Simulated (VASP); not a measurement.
Here is a VASP 6.6.1 calculation.

Contents of INCAR:

```
  PREC = Accurate
  ENCUT = 600
  EDIFF = 1E-7
  ISMEAR = 1
  SIGMA = 0.1
  LREAL = False
  LASPH = True
  NELM = 80
  ALGO = Normal
  ISIF = 3
  LWAVE = False
  LCHARG = False
  IBRION = 2
  NSW = 90
  EDIFFG = -0.005
```

KPOINTS

```
Automatic mesh
0
Gamma
  12 12 7
```

File POSCAR:

```
Y                                       
1.0
    3.5294108355     -0.0000000000      0.0000000000
   -1.7647054177      3.0565594459     -0.0000000000
    0.0000000000     -0.0000000000      5.5283225396
  Y             
     2
Direct
     0.3333333300000021    0.6666666699999979    0.2500000000000000
     0.6666666699999979    0.3333333300000021    0.7500000000000000
```

Potentials or basis: VASP PAW LDA potentials, release 64 (Y_sv).

Command:

```console
$ cat potpaw_LDA.64/Y_sv/POTCAR > POTCAR
$ mpirun -np 1 vasp_std > vasp.out
```

(1) Estimate the band gap on the k mesh.

## Answers

(1) none (metal or under the smearing width).

Caveat: the relaxation stopped at its first step, so nothing moved.
